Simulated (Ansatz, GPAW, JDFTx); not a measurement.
**BP: programs and potentials compared**

```
CELL_PARAMETERS angstrom
0.00000 2.26900 2.26900
2.26900 0.00000 2.26900
2.26900 2.26900 0.00000
ATOMIC_POSITIONS crystal
P 0.75000 0.75000 0.75000
B 0.00000 0.00000 0.00000
```

Alike in all runs: task single point; functional LDA; k mesh 10 × 10 × 10; occupations gaussian, width 0.05 eV; no spin polarisation; no spin-orbit coupling. LDA stands for any of its common fits. Pressure is positive in compression and, in plane waves, holds the error of the finite cutoff.

| program and potentials | plane-wave cutoff (eV) | notes | band gap (eV) | pressure (GPa) |
| --- | --- | --- | --- | --- |
| Ansatz, all-electron LAPW, scalar-relativistic | - | - | ? | ? |
| JDFTx, PseudoDojo-SR-LDA-0.4.1-standard with smoothed tails | 1034 | - | 1.20 | -5.59 |
| GPAW, the program's PAW data sets (release 1.2.1) made for this functional | 800 | - | 1.19 | -5.02 |

Estimate from the other rows what the run with Ansatz, all-electron LAPW, scalar-relativistic gave.

Band gap 1.19 eV; pressure -5.24 GPa. The other rows, which needn't bracket it: band gap 1.19 to 1.20; pressure -5.59 to -5.02.
